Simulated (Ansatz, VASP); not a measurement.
One calculation of HfO2, two programs

File INCAR:

```
SYSTEM = HfO2
PREC     = Accurate       ! precision mode
ENCUT    = 520            ! plane-wave cutoff, eV
EDIFF    = 1E-6           ! SCF threshold, eV
ISMEAR   = 0              ! smearing method
SIGMA    = 0.05           ! smearing width, eV
LREAL    = .False.        ! projectors in reciprocal space
LASPH    = .True.         ! aspherical terms in the spheres
NELM     = 100            ! most SCF steps
ALGO     = Normal         ! electronic algorithm
ISIF     = 2              ! what is computed and relaxed
LWAVE    = .False.        ! write WAVECAR
LCHARG   = .False.        ! write CHGCAR
GGA      = PE             ! functional
NBANDS   = 18             ! bands
```

Contents of KPOINTS:

```
Automatic mesh
0
Gamma
  8 8 8
  0 0 0
```

POSCAR

```
HfO2
1.0
    0.0000000000      2.5488057606      2.5488057606
    2.5488057606      0.0000000000      2.5488057606
    2.5488057606      2.5488057606      0.0000000000
Hf O
1 2
Direct
    0.0000000000      0.0000000000      0.0000000000
    0.2671649016      0.2328350984      0.2671649016
    0.7671649016      0.7328350984      0.7671649016
```

Input for Ansatz:

```yaml
crystal:
  lattice:
    - [0.0, 2.5488057606, 2.5488057606]
    - [2.5488057606, 0.0, 2.5488057606]
    - [2.5488057606, 2.5488057606, 0.0]
  atoms:
    - { symbol: Hf, position: [0.0, 0.0, 0.0] }
    - { symbol: O, position: [0.2671649016, 0.2328350984, 0.2671649016] }
    - { symbol: O, position: [0.7671649016, 0.7328350984, 0.7671649016] }
basis:
  ecutwfc: 420
kpoints:
  mp_grid: { grid: [8, 8, 8] }
hamiltonian:
  xc: pbe
scf:
  occupations: { method: gaussian, width: 0.05 }
output:
  forces: true
  stress: true
  eigenvalues: true
```

Change from the starting cell: all O atoms moved +0.087 Å, as atom 2 along Cartesian [0 1 0].

Alike in both runs: task single point; functional PBE; k mesh 8 × 8 × 8; occupations gaussian, width 0.05 eV; no spin polarisation.

|  | VASP | Ansatz |
| --- | --- | --- |
| version | VASP 6.6.1 | Ansatz 0.2.0 |
| potentials or method | VASP PAW PBE potentials, release 64 (Hf_pv, O) | scalar-relativistic, plane waves, PAW |
| plane-wave cutoff (eV) | 520 | 420 |
| valence electrons in the cell | 22 | 38 |

Ansatz gave:

- gap on the k mesh at the Fermi level (eV): 3.75
- least direct gap on the mesh (eV): 3.75
- pressure (GPa): 0.8
- largest component of the traceless stress (GPa): 0.03
- rms of the force components (eV/Å): 0.178

Question: Which values does VASP return?

Answer: gap on the k mesh at the Fermi level (eV): 3.76; least direct gap on the mesh (eV): 3.76; pressure (GPa): -2.8; largest component of the traceless stress (GPa): 0.05; rms of the force components (eV/Å): 0.168.

Atom by atom the forces differ by 0.011 eV/Å (rms over components). The functional is the same, so the differences come from potentials, cutoffs and numerics. The two sets of potentials don't hold the same shells in valence.

Caveats: spin-orbit coupling is left out, which moves the levels of the heavy elements. A k mesh can miss the band edges.
